**The problem.** PtSe₂ is a stack of layers, each a sheet of platinum between two sheets of selenium. An electron wave in such a stack can have the same phase in neighbouring layers or the opposite phase. How far do its energy levels move when only that is changed?

Kohn–Sham levels of bulk PtSe₂ (space group P-3m1) at points of a 6×6×4 k mesh, relative to the Fermi energy, from ABINIT 10.8.3 at a fixed, given geometry. The calculation uses PBEsol without spin polarisation or spin–orbit coupling, JTH PAW PBE v2.0 datasets, a plane-wave cutoff of 408.171 eV and Fermi–Dirac smearing of 0.05 eV.

```
point a (reciprocal cell vector)  point b (reciprocal cell vector)  point c (reciprocal cell vector)  level under 4 (eV)  level under 3 (eV)  level under 2 (eV)  level under 1 (eV)  level over 1 (eV)  level over 2 (eV)
                          0.0000                            0.0000                            0.0000              -4.009              -2.562              -1.039              -1.039              0.441              1.456
                          0.5000                            0.0000                            0.0000              -3.550              -3.481              -3.401              -2.978              0.645              2.361
                          0.1667                            0.1667                            0.0000              -3.488              -2.543              -2.232              -0.439              0.636              1.602
                          0.3333                            0.3333                            0.0000              -1.833              -1.833              -0.002              -0.002              4.014                n/a
                          0.3333                            0.0000                            0.2500              -3.372              -3.020              -2.298              -2.240              1.837              1.969
                          0.0000                            0.0000                            0.5000                   ?                   ?                   ?                   ?                  ?                  ?
                          0.5000                            0.0000                            0.5000                   ?                   ?                   ?                   ?                  ?                  ?
```

The three point coordinates state how the phase of the wave changes from cell to cell, in units of the reciprocal cell vectors. At Γ, (0, 0, 0), all cells are in phase. At M, (½, 0, 0), neighbouring rows of cells within a layer are opposite, while the layers still agree. The points A, (0, 0, ½), and L, (½, 0, ½), keep these in-plane patterns but put neighbouring layers out of phase.

Energies are counted from the Fermi energy. "Level under 1" is the highest level below it and "level over 1" the lowest above it. These are ranks at each point, so a column need not follow one band.

**(a) Which levels should notice the change of phase between layers, and does it matter whether one starts from Γ or from M?**

*Solution.* Layers affect each other mainly where their selenium sheets face one another. Each selenium atom there has three nearest partners in the next layer. If all three overlaps count alike, the coupling is proportional to the sum of their phases. At Γ this is 1 + 1 + 1 = 3. At M one partner opposes the other two, which leaves 1 + 1 − 1 = 1.

Going from Γ to A, or from M to L, reverses the sign of this coupling. A combination that was antibonding across the gap becomes bonding, and its energy falls; a bonding combination rises. Selenium p orbitals that point across the gap overlap best and should move most. Those lying in the plane of the layer overlap less effectively.

At Γ there is a single level at 0.44 eV, above the Fermi energy, and a degenerate pair at −1.04 eV. A pair is what symmetry demands of the two equivalent in-plane directions, so in-plane orbitals suit it. The single level is probably the antibonding combination of orbitals pointing across the gap. That assignment rests on chemical reasoning, since the table holds energies and no orbital shapes.

**(b) Forecast the highest filled and the lowest empty level at A and at L, with ranges.**

*Solution.* At A the single level should have become bonding and dropped below the Fermi energy. The pair should then be the highest filled level, not far from its place at Γ. It is known that the two bands cross between Γ and A in a tilted, type-II fashion, which means that both slope the same way. Since the single level falls, the pair should fall too. A guessed fall of 0.35 eV gives −1.04 − 0.35 = −1.39 eV.

For the lowest empty level at A, the 0.44 eV level is no longer available. The next one at Γ, at 1.46 eV, is carried over unchanged. It is probably one of a pair, because platinum surrounded by six selenium atoms has two d orbitals that point towards them, and the empty antibonding levels these form are equivalent at Γ and A.

At L the phase sum promises weaker effects, so the levels of M are the starting point. The four highest filled levels at M lie close together. If such levels shift in different directions, the highest of them tends to end up higher, so 0.30 eV is added to −2.98 eV. The lowest empty level is left where it was.

The forecasts, with ranges set by judgement, are:

- A, highest filled level: a degenerate pair at −1.39 ± 0.40 eV.
- A, lowest empty level: 1.46 ± 0.60 eV, probably a degenerate pair.
- L, highest filled level: −2.68 ± 0.70 eV.
- L, lowest empty level: 0.65 ± 0.60 eV.

Neither point should have a level at the Fermi energy. If the layers did not feel each other, A would simply repeat Γ and L would repeat M. The single level would then still be empty at A.

The withheld rows as computed:

```
point a (reciprocal cell vector)  point b (reciprocal cell vector)  point c (reciprocal cell vector)  level under 4 (eV)  level under 3 (eV)  level under 2 (eV)  level under 1 (eV)  level over 1 (eV)  level over 2 (eV)
                          0.0000                            0.0000                            0.5000              -2.960              -1.706              -1.473              -1.473              2.312              2.312
                          0.5000                            0.0000                            0.5000              -3.495              -3.211              -2.854              -1.371              0.982              1.510
```

**(c) Which forecasts hold, and what do the failures say about the reasoning?**

*Solution.* Two of the four energies fall within their ranges: the filled pair at A and the lowest empty level at L. Both points are also free of levels at the Fermi energy. The lowest empty level at A and the highest filled level at L lie outside their ranges. Only Γ and M served as starting points for these numbers, and the printed output lists each difference.

The main idea works at A. The highest filled level is a degenerate pair at −1.47 eV, and no level remains near 0.44 eV. The next level down, at −1.71 eV, is a single one and the natural place for the single level of Γ to have gone. On that reading it has fallen by 0.44 + 1.71 = 2.15 eV.

The pair has fallen by only 0.43 eV. The single level thus starts well above the pair and ends 0.23 eV below it, so the two must cross on the way. Both end lower than they began, as the tilted crossing suggests, although two end points do not reveal the slopes at the crossing itself.

The lowest empty level at A is indeed a pair, but it lies at 2.31 eV, which is 0.86 eV above the forecast. The weak step was to carry the level over unchanged, without knowing which band it belongs to. The 1.46 eV level at Γ may belong to a pair that rises towards A, or it may be another single level that moves elsewhere. The energies at the two end points do not decide between these.

The larger failure is at L. The highest filled level lies at −1.37 eV, which is 1.31 eV above the forecast and 1.61 eV above its counterpart at M. One third of the 2.15 eV fall found above would be only about 0.7 eV. Counting phases alone therefore makes M look far less sensitive to the stacking than it is.

The likely fault is that the phase sum treats an orbital as if it looked the same from every side. Consider an in-plane p orbital whose axis points, seen from above, towards the one partner that opposes the other two at M. It meets that partner more nearly end-on and the other two more nearly sideways, and these two kinds of overlap have opposite signs. The part of the coupling that depends on direction then has the weights +1, −½ and −½.

At Γ these weights add up to 1 − ½ − ½ = 0. What remains is the part that is equal for all three partners, and it should be small because end-on and sideways overlaps work against each other in it. The in-plane orbitals therefore feel the next layer only weakly. At M the phase of the first partner is reversed, and the sum becomes −1 − ½ − ½ = −2. What cancelled at Γ now adds up. This fits the modest shift of the pair from Γ to A, but in-plane overlap alone is probably too weak for the large shift from M to L.

A second effect should matter more there. An in-plane orbital in one layer can also overlap with an orbital of the next layer that points across the gap, and the sign of this overlap depends on the side from which the partner is met. The weights are again +1, −½ and −½, so the sum cancels at Γ and adds up at M. The two kinds of orbital can then combine into one that is tilted towards a partner and overlaps with it strongly. The argument was brought in after the result was seen, however, and the orbital character at L would have to be examined to confirm it.

The improved rule for this kind of stacking is to ask two questions of an orbital: what phases its partners have, and from which side it meets them. At Γ and A, where symmetry keeps orbitals pointing across the gap apart from in-plane ones, the phases alone are a fair guide to the former. At M and L the two kinds can mix, and a pattern that weakens the simple phase sum can strengthen the real coupling.

The wide separations around the Fermi energy at A and L, 3.8 and 2.4 eV, are not band gaps. The material is metallic in this calculation because filled and empty states overlap in energy at different points. At Γ a level that is filled at A has risen above the Fermi energy, while at K, (⅓, ⅓, 0), a pair lies on it and is about half filled. The coarse mesh shows that there is overlap but does not fix its size, and functionals of the PBEsol kind tend to exaggerate it.

Spin–orbit coupling is left out, and it matters most where levels are degenerate or close. It would split the pair at A by roughly a few tenths of an eV. That is comparable with the 0.23 eV between the pair and the single level below it, so their exact spacing should not be relied on. The fall of the single level by about 2 eV is much larger and should survive.

For someone who grows or processes PtSe₂ films, the lesson lies in that fall. The level that rises above the Fermi energy at Γ is probably pushed up by contact between layers. A single layer has no such contact, which fits the well-known fact that it is a semiconductor while the bulk is a semimetal. Thickness and layer spacing are therefore electronic variables as much as structural ones.

Numerical output:

```
Phase sum of three neighbours across the gap:
     row  phase sum
     0.0          3
     0.5          1
  0.1667          2
  0.3333  0.0003628
  0.3333      1.732
     0.0          3
     0.5          1
A highest filled level, forecast (range 0.40 either way), eV: -1.389
A highest filled level, computed less forecast, eV: -0.084
A lowest empty level, forecast (range 0.60 either way), eV: 1.456
A lowest empty level, computed less forecast, eV: 0.856
L highest filled level, forecast (range 0.70 either way), eV: -2.678
L highest filled level, computed less forecast, eV: 1.307
L lowest empty level, forecast (range 0.60 either way), eV: 0.645
L lowest empty level, computed less forecast, eV: 0.337
A splitting of the two highest filled levels, eV: 0
A splitting of the two lowest empty levels, eV: 0
A splitting of the third and fourth filled levels, eV: 1.254
Uncoupled layers, A highest filled level, computed less rival, eV: -0.434
Uncoupled layers, A lowest empty level, computed less rival, eV: 1.871
Uncoupled layers, L highest filled level, computed less rival, eV: 1.607
Gamma single level above the filled pair, eV: 1.48
Separation around the Fermi energy at M, eV: 3.623
Separation around the Fermi energy at A, eV: 3.785
Separation around the Fermi energy at L, eV: 2.353
Fall from the single Gamma level to the highest filled A level, eV: 1.914
Fall from the single Gamma level to the third filled A level, eV: 2.147
Filling of the K pair at 0.05 eV smearing, fraction: 0.51
```
